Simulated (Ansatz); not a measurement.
Level of theory: Ansatz, DFT PBE, scalar-relativistic, plane waves, PAW. All cells share a 420 eV cutoff and Γ-centred k meshes spaced at most about 0.3 Å⁻¹ (about 0.25 or finer for metals, 2π included). No spin polarisation in the final relaxations.

All energies are static (0 K, no zero-point motion). All come from trial cells, and lower structures may exist.

Question: These unrelaxed guesses for Si are each relaxed within their symmetry. Order them by the energy at which they end, lowest first.
A.

```cif
data_structure
_symmetry_space_group_name_H-M 'P4/mmm'
_symmetry_Int_Tables_number 123
_cell_length_a 6.1832
_cell_length_b 6.1832
_cell_length_c 4.9766
_cell_angle_alpha 90.000
_cell_angle_beta 90.000
_cell_angle_gamma 90.000
_cell_volume 190.26
loop_
_atom_site_label
_atom_site_type_symbol
_atom_site_symmetry_multiplicity
_atom_site_Wyckoff_symbol
_atom_site_fract_x
_atom_site_fract_y
_atom_site_fract_z
_atom_site_occupancy
Si1 Si 4 i 0.50000 0.00000 0.78742 1
Si2 Si 4 m 0.24225 0.00000 0.50000 1
```

B.

```cif
data_structure
_symmetry_space_group_name_H-M 'C222_1'
_symmetry_Int_Tables_number 20
_cell_length_a 5.8033
_cell_length_b 6.2834
_cell_length_c 3.4244
_cell_angle_alpha 90.000
_cell_angle_beta 90.000
_cell_angle_gamma 90.000
_cell_volume 124.87
loop_
_atom_site_label
_atom_site_type_symbol
_atom_site_symmetry_multiplicity
_atom_site_Wyckoff_symbol
_atom_site_fract_x
_atom_site_fract_y
_atom_site_fract_z
_atom_site_occupancy
Si1 Si 8 c 0.31246 0.83981 0.86544 1
```

C.

```cif
data_structure
_symmetry_space_group_name_H-M 'Cmcm'
_symmetry_Int_Tables_number 63
_cell_length_a 5.2535
_cell_length_b 11.3415
_cell_length_c 3.6619
_cell_angle_alpha 90.000
_cell_angle_beta 90.000
_cell_angle_gamma 90.000
_cell_volume 218.19
loop_
_atom_site_label
_atom_site_type_symbol
_atom_site_symmetry_multiplicity
_atom_site_Wyckoff_symbol
_atom_site_fract_x
_atom_site_fract_y
_atom_site_fract_z
_atom_site_occupancy
Si1 Si 8 g 0.20653 0.19616 0.75000 1
Si2 Si 4 c 0.50000 0.05691 0.75000 1
```

D.

```cif
data_structure
_symmetry_space_group_name_H-M 'P4_322'
_symmetry_Int_Tables_number 95
_cell_length_a 6.5286
_cell_length_b 6.5286
_cell_length_c 3.4909
_cell_angle_alpha 90.000
_cell_angle_beta 90.000
_cell_angle_gamma 90.000
_cell_volume 148.79
loop_
_atom_site_label
_atom_site_type_symbol
_atom_site_symmetry_multiplicity
_atom_site_Wyckoff_symbol
_atom_site_fract_x
_atom_site_fract_y
_atom_site_fract_z
_atom_site_occupancy
Si1 Si 8 d 0.10322 0.32960 0.24165 1
```

Answer: C (ends in Cmcm, 0 meV/atom), B (ends in P4_322, 197 meV/atom), D (ends in P4_322, 298 meV/atom), A (ends in P4/mmm, 0.47 eV/atom).

Cells relaxed within their symmetry can be saddle points. The part of the Crystallography Open Database at hand lists Si in space groups No. 64, 74, 164, 191, 194 and others; no cell shown has one of them. Some candidate types were left out of the draw beforehand, so a known form may be missing.
